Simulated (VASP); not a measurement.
# BeSe (strained zincblende): a r²SCAN single-point calculation in VASP

INCAR

```
LREAL = .FALSE.
IBRION = -1
LCHARG = .TRUE.
ISMEAR = 0
SIGMA = 0.01
ISIF = 2
PREC = Accurate
NSW = 0
EDIFF = 1E-7
NELM = 120
NBANDS = 11
ALGO = Normal
LELF = .TRUE.
ENCUT = 520
LWAVE = .FALSE.
LASPH = .TRUE.
METAGGA = R2SCAN
```

KPOINTS

```
KPOINTS created by Atomic Simulation Environment
0
Gamma
8 8 8
0 0 0
```

KPOINTS_OPT

```
special points
7
Reciprocal
0.0000000000 0.0000000000 0.0000000000 1
-0.5000000000 -0.5000000000 0.0000000000 1
-0.3750000000 -0.3750000000 0.2500000000 1
-0.3750000000 0.0000000000 0.3750000000 1
0.0000000000 0.0000000000 0.5000000000 1
-0.5000000000 -0.2500000000 0.2500000000 1
0.0000000000 0.5000000000 0.5000000000 1
```

POSCAR

```
Be Se
 1.0000000000000000
     0.0000000000000000    2.5552250208000000    2.6008519902999998
     2.5552250208000000    0.0000000000000000    2.6008519902999998
     2.5552250208000000    2.5552250208000000    0.0000000000000000
 Be  Se
   1   1
Cartesian
  0.0000000000000000  0.0000000000000000  0.0000000000000000
  1.2776125104000000  1.2776125104000000  1.3004259951499999
```

VASP ran with the recommended PBE PAW datasets (8 valence electrons in the cell).

Command

```
mpirun -np 1 vasp_std
```

From OUTCAR

```
k-points           NKPTS =     59   k-points in BZ     NKDIM =     59   number of bands    NBANDS=     11

   NELECT =       8.0000    total number of electrons

   dimension x,y,z NGX =    28 NGY =   28 NGZ =   28
   dimension x,y,z NGXF=    56 NGYF=   56 NGZF=   56

  energy-cutoff  :      520.00
  volume of cell :       33.96
      direct lattice vectors                 reciprocal lattice vectors
     0.000000000  2.555225021  2.600851990    -0.195677483  0.195677483  0.192244696
     2.555225021  0.000000000  2.600851990     0.195677483 -0.195677483  0.192244696
     2.555225021  2.555225021  0.000000000     0.195677483  0.195677483 -0.192244696

 k-points in reciprocal lattice and weights: KPOINTS created by Atomic Simulation Env
   0.00000000  0.00000000  0.00000000       0.002
   0.12500000  0.00000000  0.00000000       0.016
   0.25000000  0.00000000  0.00000000       0.016
   0.37500000  0.00000000  0.00000000       0.016
   0.50000000  0.00000000  0.00000000       0.008
   0.12500000  0.12500000  0.00000000       0.004
   0.25000000  0.12500000  0.00000000       0.016
   0.37500000  0.12500000  0.00000000       0.016
   ...

 E-fermi :   3.2236

 k-point     1 :       0.0000    0.0000    0.0000
  band No.  band energies     occupation
      1     -11.2124      2.00000
      2       3.0646      2.00000
      3       3.1679      2.00000
      4       3.1679      2.00000
      5       8.2720      0.00000
      6       8.7151      0.00000
      7       8.7151      0.00000
      8       8.7447      0.00000
      9      16.0590      0.00000
     10      16.1389      0.00000
     11      16.4956      0.00000

 k-point     2 :       0.1250    0.0000    0.0000
  band No.  band energies     occupation
      1     -11.0503      2.00000
      2       1.8215      2.00000
      3       2.8785      2.00000
      4       2.9656      2.00000
      5       8.3835      0.00000
      6       9.0801      0.00000
      7       9.0932      0.00000
      8       9.9512      0.00000
      9      15.2180      0.00000
     10      15.5328      0.00000
     11      16.3327      0.00000

 k-point     3 :       0.2500    0.0000    0.0000
  band No.  band energies     occupation
      1     -10.6090      2.00000
      2      -0.3349      2.00000
      3       2.4365      2.00000
      4       2.5627      2.00000
      5       8.2535      0.00000
      6       9.6282      0.00000
      7       9.6723      0.00000
      8      12.2472      0.00000
      9      15.0127      0.00000
     10      15.1368      0.00000
     11      16.1563      0.00000

 k-point     4 :       0.3750    0.0000    0.0000
  band No.  band energies     occupation
      1     -10.0642      2.00000
      2      -2.0613      2.00000
      3       2.0805      2.00000
      4       2.2378      2.00000
      5       8.1235      0.00000
      6       9.6933      0.00000
      7       9.8068      0.00000
      8      13.7218      0.00000
      9      16.3613      0.00000
     10      16.4065      0.00000
     11      16.6287      0.00000

 k-point     5 :       0.5000    0.0000    0.0000
  band No.  band energies     occupation
      1      -9.7903      2.00000
      2      -2.7452      2.00000
      3       1.9502      2.00000
      4       2.1192      2.00000
      5       8.0723      0.00000
      6       9.6252      0.00000
      7       9.7557      0.00000
      8      13.9483      0.00000
      9      17.6526      0.00000
     10      18.2385      0.00000
     11      18.4521      0.00000

 k-point     6 :       0.1250    0.1250    0.0000
  band No.  band energies     occupation
      1     -11.0018      2.00000
      2       1.9692      2.00000
      3       2.5650      2.00000
      4       2.5650      2.00000
      5       8.2396      0.00000
      6       9.5591      0.00000
      7       9.7071      0.00000
      8       9.7071      0.00000
      9      13.7437      0.00000
     10      16.8293      0.00000
     11      16.8404      0.00000

 k-point     7 :       0.2500    0.1250    0.0000
  band No.  band energies     occupation
      1     -10.6569      2.00000
      2       0.3096      2.00000
      3       2.0880      2.00000
      4       2.1862      2.00000
      5       8.3476      0.00000
      6       9.6527      0.00000
      7      10.5539      0.00000
      8      10.9881      0.00000
      9      13.8488      0.00000
     10      16.6217      0.00000
     11      17.3127      0.00000

 k-point     8 :       0.3750    0.1250    0.0000
  band No.  band energies     occupation
      1     -10.1362      2.00000
      2      -1.4657      2.00000
      3       1.6496      2.00000
      4       1.8033      2.00000
      5       8.5331      0.00000
      6       9.7266      0.00000
      7      10.7899      0.00000
      8      11.9894      0.00000
      9      15.8460      0.00000
     10      17.0602      0.00000
     11      17.4196      0.00000

 k-point     9 :       0.5000    0.1250    0.0000
  band No.  band energies     occupation
      1      -9.7376      2.00000
      2      -2.4931      2.00000
      3       1.2058      2.00000
      4       1.8056      2.00000
      5       8.6223      0.00000
      6       9.6283      0.00000
      7      10.5161      0.00000
      8      13.7552      0.00000
      9      16.1732      0.00000
     10      18.2695      0.00000
     11      18.3991      0.00000

 k-point    10 :      -0.3750    0.1250    0.0000
  band No.  band energies     occupation
      1      -9.8212      2.00000
      2      -2.2870      2.00000
      3       1.0357      2.00000
      4       2.0838      2.00000
      5       8.7964      0.00000
      6       9.7500      0.00000
      7      10.2277      0.00000
      8      13.7754      0.00000
      9      15.8324      0.00000
     10      16.4149      0.00000
     11      18.7564      0.00000

 k-point    11 :      -0.2500    0.1250    0.0000
  band No.  band energies     occupation
      1     -10.3004      2.00000
      2      -0.9688      2.00000
      3       1.2222      2.00000
      4       2.5387      2.00000
      5       8.9423      0.00000
      6       9.8634      0.00000
      7      10.0202      0.00000
      8      12.1645      0.00000
      9      14.2160      0.00000
     10      16.5610      0.00000
     11      17.8602      0.00000

 k-point    12 :      -0.1250    0.1250    0.0000
  band No.  band energies     occupation
      1     -10.7890      2.00000
      2       0.7502      2.00000
      3       1.8769      2.00000
      4       2.9431      2.00000
      5       8.8258      0.00000
      6       9.2519      0.00000
      7       9.5921      0.00000
      8      11.0742      0.00000
      9      14.2570      0.00000
     10      15.5135      0.00000
     11      17.3112      0.00000

 k-point    13 :       0.2500    0.2500    0.0000
  band No.  band energies     occupation
      1     -10.4273      2.00000
      2       0.0836      2.00000
      3       1.5302      2.00000
      4       1.5302      2.00000
      5       7.4923      0.00000
      6       9.5082      0.00000
      7      11.8633      0.00000
      8      11.8633      0.00000
      9      13.9529      0.00000
     10      17.8174      0.00000
     11      18.3982      0.00000

 k-point    14 :       0.3750    0.2500    0.0000
  band No.  band energies     occupation
      1     -10.0010      2.00000
      2      -1.0436      2.00000
      3       0.8799      2.00000
      4       1.1923      2.00000
      5       7.5559      0.00000
      6       9.4385      0.00000
      7      12.1440      0.00000
      8      12.6134      0.00000
      9      16.1642      0.00000
     10      18.5422      0.00000
     11      18.5429      0.00000

 k-point    15 :       0.5000    0.2500    0.0000
  band No.  band energies     occupation
      1      -9.5952      2.00000
      2      -1.9226      2.00000
      3       0.0501      2.00000
      4       1.1851      2.00000
      5       7.8287      0.00000
      6      11.0008      0.00000
      7      11.9429      0.00000
      8      12.4138      0.00000
      9      16.6908      0.00000
     10      18.5009      0.00000
     11      19.0211      0.00000

 k-point    16 :      -0.3750    0.2500    0.0000
  band No.  band energies     occupation
      1      -9.5232      2.00000
      2      -2.0148      2.00000
      3      -0.4438      2.00000
      4       1.5065      2.00000
      5       8.2603      0.00000
      6      11.6512      0.00000
      7      11.8294      0.00000
      8      13.5226      0.00000
      9      14.4539      0.00000
     10      15.8584      0.00000
     11      19.9807      0.00000

 ...

  Total        0.3808923      0.3808923      0.0613979      0.0000000      0.0000000     -0.0000000
  in kB       17.9683787     17.9683787      2.8964110      0.0000000      0.0000000     -0.0000000
  external PRESSURE =      12.9443895 kB  Pullay stress =       0.0000000 kB

 POSITION                                       TOTAL-FORCE (eV/Angst)
 -----------------------------------------------------------------------------------
      0.00000      0.00000      0.00000         0.000000      0.000000      0.000000
      1.27761      1.27761      1.30043        -0.000000     -0.000000     -0.000000
 -----------------------------------------------------------------------------------
    total drift:                                0.000000      0.000000      0.000000

  FREE ENERGIE OF THE ION-ELECTRON SYSTEM (eV)
  ---------------------------------------------------
  free  energy   TOTEN  =       -20.5246507190 eV

  energy  without entropy=      -20.5246507190  energy(sigma->0) =      -20.52465072
```

The gap between bands v and c is 3.02 eV, the least direct gap is 5.10 eV and the pressure is 1.3 GPa.

Band v is the last that the valence electrons fill when counted band by band, and c is the next.

The run took about 63 s on one core of a shared host (Intel Xeon Platinum 8488C) and held 0.19 GiB at most.
